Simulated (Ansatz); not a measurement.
# Ansatz 0.2.0, vacancy hop by nudged elastic band: Li2Se

The input file (Ansatz 0.2.0, plane waves):

```yaml
crystal:
  lattice:
    - [0.0, 5.993118, 5.993118]
    - [5.993118, 0.0, 5.993118]
    - [5.993118, 5.993118, 0.0]
  atoms:
    - { symbol: Li, position: [0.12476865, 0.12570575, 0.12255129] }
    - { symbol: Li, position: [0.37504408, 0.37218833, 0.37828619] }
    - { symbol: Se, position: [0.00279597, -0.00112316, -0.00357262] }
    - { symbol: Li, position: [0.12614447, 0.12508904, 0.62475391] }
    - { symbol: Li, position: [0.36746211, 0.37321201, 0.88145158] }
    - { symbol: Se, position: [0.00127137, 0.00058985, 0.49807413] }
    - { symbol: Li, position: [0.12464156, 0.61971534, 0.12552384] }
    - { symbol: Li, position: [0.37012042, 0.87689719, 0.3740798] }
    - { symbol: Se, position: [2.275e-05, 0.50382391, -4.489e-05] }
    - { symbol: Li, position: [0.12339369, 0.62899509, 0.62261364] }
    - { symbol: Li, position: [0.37389734, 0.87465138, 0.88190018] }
    - { symbol: Se, position: [-0.00022406, 0.50126861, 0.50041781] }
    - { symbol: Li, position: [0.62627252, 0.12452794, 0.12497454] }
    - { symbol: Li, position: [0.87363117, 0.37682876, 0.37254418] }
    - { symbol: Li, position: [0.62460385, 0.12434678, 0.62583013] }
    - { symbol: Li, position: [0.87316781, 0.37437094, 0.87372423] }
    - { symbol: Se, position: [0.50007035, -0.00375064, 0.50292665] }
    - { symbol: Li, position: [0.63000961, 0.6242114, 0.12302334] }
    - { symbol: Li, position: [0.87623781, 0.87439309, 0.37128439] }
    - { symbol: Se, position: [0.50085495, 0.50062945, -0.00263646] }
    - { symbol: Li, position: [0.62530908, 0.62535842, 0.62280069] }
    - { symbol: Li, position: [0.8744666, 0.87505915, 0.87319027] }
    - { symbol: Se, position: [0.5022053, 0.49903005, 0.50163124] }
kpoints:
  mp_grid: { grid: [2, 2, 2] }
magnetization:
  spin_polarized: false
scf:
  occupations: { method: fermi_dirac, width: 0.1 }
hamiltonian:
  pseudopotentials: { kind: paw }
  xc: pbe
basis:
  ecutwfc: 420
neb:
  images: 3
  relax_end_points: true
  climbing: true
  f_tol: 0.05
  max_iterations: 40
  order_check: false
  final_atoms:
    - { symbol: Li, position: [0.12476865, 0.12570575, 0.12255129] }
    - { symbol: Li, position: [0.37504408, 0.37218833, 0.37828619] }
    - { symbol: Se, position: [0.00279597, -0.00112316, -0.00357262] }
    - { symbol: Li, position: [0.12614447, 0.12508904, 0.62475391] }
    - { symbol: Li, position: [0.36746211, 0.37321201, 0.88145158] }
    - { symbol: Se, position: [0.49800146, -0.00149081, 0.00016798] }
    - { symbol: Li, position: [0.12464156, 0.61971534, 0.12552384] }
    - { symbol: Li, position: [0.37012042, 0.87689719, 0.3740798] }
    - { symbol: Se, position: [2.275e-05, 0.50382391, -4.489e-05] }
    - { symbol: Li, position: [0.12339369, 0.62899509, 0.62261364] }
    - { symbol: Li, position: [0.37389734, 0.87465138, 0.88190018] }
    - { symbol: Se, position: [-0.00022406, 0.50126861, 0.50041781] }
    - { symbol: Li, position: [0.62627252, 0.12452794, 0.12497454] }
    - { symbol: Li, position: [0.87363117, 0.37682876, 0.37254418] }
    - { symbol: Li, position: [0.62460385, 0.12434678, 0.62583013] }
    - { symbol: Li, position: [0.87316781, 0.37437094, 0.87372423] }
    - { symbol: Se, position: [0.50007035, -0.00375064, 0.50292665] }
    - { symbol: Li, position: [0.63000961, 0.6242114, 0.12302334] }
    - { symbol: Li, position: [0.87623781, 0.87439309, 0.37128439] }
    - { symbol: Se, position: [0.50085495, 0.50062945, -0.00263646] }
    - { symbol: Li, position: [0.62530908, 0.62535842, 0.62280069] }
    - { symbol: Li, position: [0.8744666, 0.87505915, 0.87319027] }
    - { symbol: Se, position: [0.5022053, 0.49903005, 0.50163124] }
```

The command:

```bash
ansatz run input.yaml --threads 4 --pin off --max-ram 8192MiB --backend cpu --events-out ev --progress --plain --runs-dir out
```

Origin of the cell: a database entry, scaled a little.

The cell is 2×2×2 cells of Li2Se with one Se taken out; atom 6 (Se) hops into the empty site, 4.21 Å away before the end points are relaxed. All atoms were shaken by about 0.02 Å first.

Output (shortened):

```
SCF iter   1: F=—  HF=-41584.398582 eV  Δρ=1.29e-3  dr2=3.60e-2  defer=18
SCF iter   2: F=—  HF=-41584.386927 eV  Δρ=6.60e-4  dr2=1.14e-2  defer=21
SCF iter   3: F=—  HF=-41584.383079 eV  Δρ=2.87e-4  dr2=1.77e-3  defer=21
SCF iter   4: F=—  HF=-41584.382116 eV  Δρ=9.35e-5  dr2=7.08e-5  defer=21
SCF iter   5: F=—  HF=-41584.382263 eV  Δρ=3.77e-5  dr2=9.07e-6  defer=24
SCF iter   6: F=—  HF=-41584.382271 eV  Δρ=6.18e-6  dr2=3.81e-7  defer=26
SCF iter   7: F=-41584.382271 eV  HF=-41584.382271 eV  Δρ=2.47e-6  dr2=4.95e-8
NEB iter   1: max|band force component| = 2.211e1 eV/Å  barrier→ = 13.5722 eV  barrier← = 13.5722 eV  Δτ_max = 0.1945 Å  (44 SCF iters)
NEB iter   2: max|band force component| = 1.191e1 eV/Å  barrier→ = 7.5310 eV  barrier← = 7.5310 eV  Δτ_max = 0.2000 Å  (25 SCF iters)
NEB iter   3: max|band force component| = 4.964e0 eV/Å  barrier→ = 4.4008 eV  barrier← = 4.4008 eV  Δτ_max = 0.1967 Å  (26 SCF iters)
NEB iter   4: max|band force component| = 2.231e0 eV/Å  barrier→ = 3.0823 eV  barrier← = 3.0823 eV  Δτ_max = 0.1235 Å  (25 SCF iters)
NEB iter   5: max|band force component| = 8.398e-1 eV/Å  barrier→ = 2.6960 eV  barrier← = 2.6960 eV  Δτ_max = 0.0835 Å  (24 SCF iters)
NEB iter   6: max|band force component| = 2.086e-1 eV/Å  barrier→ = 2.5964 eV  barrier← = 2.5964 eV  CI = image 2  Δτ_max = 0.0311 Å  (20 SCF iters)
NEB iter   7: max|band force component| = 2.749e-2 eV/Å  barrier→ = 2.5867 eV  barrier← = 2.5867 eV  CI = image 2  Δτ_max = 0.0000 Å  (20 SCF iters)
--- NEB band (5 images, 7 band iterations, 184 SCF iterations, 30 more in tests of the images' electronic states and relaxations of end points) ---
  forward barrier  = 2.586660 eV
  backward barrier = 2.586663 eV
  lagrangian_above_aufbau_ev (what the smearing adds, to first order; not taken off the barriers): saddle image -0.089163 eV, end points -0.000697 and -0.000693 eV
  climbing image's point = of an order that was not read
  energies are F+E_penalty+E_count in eV, relative to image 0
  image     s (Å)  Δ vs image 0  max|band force component| (eV/Å)
      0    0.0000      0.000000                                 —
      1    1.3266      1.020608                          1.424e-2
  *   2    2.6534      2.586660                          2.749e-2
      3    3.9803      1.020291                          1.422e-2
      4    5.3071     -0.000003                                 —
```

The converged band:

| image | path over all atoms (Å) | ΔF (eV) | Se x | y | z (Å) |
| --- | --- | --- | --- | --- | --- |
| 0 | 0.00 | 0.000 | 2.99 | 3.00 | 0.00 |
| 1 | 1.33 | 1.021 | 2.38 | 2.99 | 0.61 |
| 2 | 2.65 | 2.587 | 1.50 | 2.99 | 1.49 |
| 3 | 3.98 | 1.020 | 0.61 | 2.99 | 2.38 |
| 4 | 5.31 | 0.000 | 0.00 | 2.99 | 2.99 |

Highest image (2), forces in eV/Å:

```xyz
23
Lattice="0.000 5.993 5.993 5.993 0.000 5.993 5.993 5.993 0.000" Properties=species:S:1:pos:R:3:forces:R:3 pbc="T T T" image=2
Li    1.479    0.722    1.513   -0.004   -0.026    0.004
Li    4.491    4.628    4.494   -0.002   -0.017    0.001
Se   -0.061   -0.272   -0.063    0.005   -0.005    0.007
Li    4.289    4.443    1.580    0.002   -0.007   -0.002
Li    7.574    7.539    4.289   -0.003    0.005    0.002
Se    1.495    2.994    1.495   -0.001   -0.001    0.000
Li    4.494    1.360    4.491    0.001    0.018   -0.002
Li    7.507    5.266    7.471    0.004    0.027   -0.004
Se    3.055   -0.272    3.053   -0.008   -0.006   -0.007
Li    7.404    4.442    4.695    0.004   -0.004   -0.001
Li   10.690    7.540    7.404   -0.002    0.005    0.003
Se    5.915    2.995    3.068   -0.013    0.002    0.016
Li    1.572    4.435    4.270   -0.003   -0.006   -0.002
Li    4.270    7.547    7.565   -0.001    0.007   -0.002
Li    4.500    7.630    4.485    0.001   -0.010   -0.002
Li    7.493   10.250    7.485    0.001    0.011   -0.001
Se    3.053    6.260    3.055   -0.006    0.007   -0.008
Li    4.715    4.434    7.412    0.002   -0.006    0.004
Li    7.412    7.549   10.708    0.004    0.004    0.002
Se    3.070    2.994    5.915    0.015   -0.003   -0.013
Li    7.486    7.724    7.493   -0.001   -0.011    0.001
Li   10.479   10.345   10.493   -0.002    0.010    0.001
Se    5.931    6.260    5.932    0.006    0.006    0.005
```

Barrier of this path: 2.59 eV forwards, 2.59 eV backwards, after 7 band iterations.

Caveats: the k mesh is coarse if the cell is a metal; a small cell with a neutral vacancy and no spin, whose shape can make like sites unlike; the cell is held at a rescaled volume, and strain moves barriers; the hop was drawn among near neighbours and need not be the easiest path; few images and a loose tolerance, and neither the top nor the ends were tested for their order.

The run took 3.3 min on 4 threads of Arm Neoverse V1 (shared host), peak memory 2.1 GiB, from the program's own first density.
